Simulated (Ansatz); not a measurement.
**Al (bcc)**

The computed numbers are results of r²SCAN, scalar-relativistic (no spin polarisation) in the plane-wave PAW code Ansatz at 500 eV, Γ-centred 18×18×18 mesh, 0.05 eV Gaussian smearing; PAW files: Ansatz's generated set soft_2.

```
Al
1.0
    -1.59463    1.59463    1.59463
     1.59463   -1.59463    1.59463
     1.59463    1.59463   -1.59463
Al
1
Direct
  0.00000 0.00000 0.00000
```

At room temperature and ambient pressure Al is fcc.

Path: Γ–H–N–Γ–P–H | P–N, with Γ = (0.000, 0.000, 0.000), H = (0.500, -0.500, 0.500), N = (0.000, 0.000, 0.500), P = (0.250, 0.250, 0.250) in reciprocal vectors of the calculation's cell.

Levels between -4 and 4 eV from the Fermi level at the path's named points:
| point | below E_F (eV) | above E_F (eV) |
| --- | --- | --- |
| Γ |  |  |
| H |  | 2.01 2.01 2.01 2.91 2.91 |
| N |  |  |
| P | -1.21 -1.21 -1.21 | 0.87 |

By these bands, is it a metal or an insulator, and if it has a gap, where are the band edges on this path?

A metal: bands cross the Fermi level.

The calculation's cell holds 3 valence electrons, an odd number. Without magnetic order each band takes two, so one stays part-filled and the crystal must be a metal.
